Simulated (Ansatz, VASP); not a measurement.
This is a calculation of Ca for VASP 6.6.1.

INCAR

```
SYSTEM = Ca
  ALGO = Fast
  EDIFF = 1E-7
  ENCUT = 520
  GGA = PS
  ISIF = 2
  ISMEAR = -1
  LASPH = .True.
  LCHARG = .False.
  LREAL = .False.
  LWAVE = .False.
  NBANDS = 11
  NELM = 60
  PREC = Accurate
  SIGMA = 0.05
```

The input KPOINTS:

```
k-points
0
Gamma
  8 8 8
  0 0 0
```

POSCAR

```
Ca
1.0
    0.0000000000      2.8127051751      2.8127051751
    2.8127051751      0.0000000000      2.8127051751
    2.8127051751      2.8127051751      0.0000000000
Ca
1
Direct
    0.0000000000      0.0000000000      0.0000000000
```

Potentials or basis: VASP PAW PBE potentials, release 64 (Ca_sv).

The run is started by

```bash
$ cat potpaw_PBE.64/Ca_sv/POTCAR > POTCAR
$ mpirun -np 1 vasp_std > vasp.out
```

Set up the same calculation for Ansatz 0.2.0. Potentials there: Ansatz PAW.

As run (the cutoff follows the program's own potentials):

Contents of input.yaml:

```yaml
crystal:
  lattice:
    - [0.0, 2.8127051751, 2.8127051751]
    - [2.8127051751, 0.0, 2.8127051751]
    - [2.8127051751, 2.8127051751, 0.0]
  atoms:
    - { symbol: Ca, position: [0.0, 0.0, 0.0] }
hamiltonian:
  xc: pbesol
  pseudopotentials: { kind: paw }
kpoints:
  mp_grid: { grid: [8, 8, 8] }
scf:
  occupations: { method: fermi_dirac, width: 0.05 }
output:
  forces: true
  stress: true
  eigenvalues: true
```

Potentials or basis: Ansatz PAW.

Command:

```bash
$ ansatz run input.yaml --threads 2 --pin off --max-ram 5632MiB --backend cpu --events-out ev --progress --plain --runs-dir out
```

Both were run:

|  | VASP | Ansatz | Ansatz less VASP |
| --- | --- | --- | --- |
| gap on the k mesh at the Fermi level (eV) | none | none | - |
| pressure (GPa) | -1.4 | -1.4 | -0.01 |

A gap of «none» marks a metal or a gap that the smearing closes.

Caveats: the PAW data sets were made with another functional, which shifts forces and pressure a little (VASP); the PAW data sets come from PBE, with cores solved anew for the run's functional, which leaves a small shift of forces and pressure (Ansatz).
